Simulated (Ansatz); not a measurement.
Crystal: Si2Mo.

```
Mo Si
1.0
    -1.60000    1.60000    3.93050
     1.60000   -1.60000    3.93050
     1.60000    1.60000   -3.93050
Mo Si
1 2
Direct
  0.00000 0.00000 0.00000
  0.66700 0.66700 0.00000
  0.33300 0.33300 0.00000
```

```yaml
Program: Ansatz 0.2.0
Task: relaxation of cell and atoms
Functional: PBE
Potentials_or_basis: Ansatz PAW
Cutoff: "420 eV (not typed: the program's choice for these potentials)"
k_mesh: 12 × 12 × 12
Occupations: fermi-dirac, width 0.05 eV
Spin: no spin polarisation
```

At the start: volume 13.42 Å³/atom.

Task: How do energy, volume and symmetry change on relaxing?

Result: It ends after 5 steps and the volume is 13.58 Å³/atom (+1.2 %); space group I4/mmm (No. 139, to 0.05 Å).

The path:
| step | energy change (eV) | largest force (eV/Å) | volume (Å³) |
| --- | --- | --- | --- |
| 1 | 0.0000 | 0.2792 | 40.25 |
| 2 | -0.0074 | 0.0836 | 40.81 |
| 3 | -0.0081 | 0.0195 | 40.76 |
| 4 | -0.0082 | 0.0003 | 40.74 |
| 5 | -0.0083 | 0.0003 | 40.74 |

Final structure:
```
CELL_PARAMETERS angstrom
-1.60838 1.60838 3.93674
1.60838 -1.60838 3.93674
1.60838 1.60838 -3.93674
ATOMIC_POSITIONS crystal
Mo 0.00000 0.00000 0.00000
Si 0.66491 0.66491 0.00000
Si 0.33509 0.33509 0.00000
```

Caveat: the plane-wave basis is chosen anew once the cell has moved, so the energies of steps on either side of that aren't comparable.
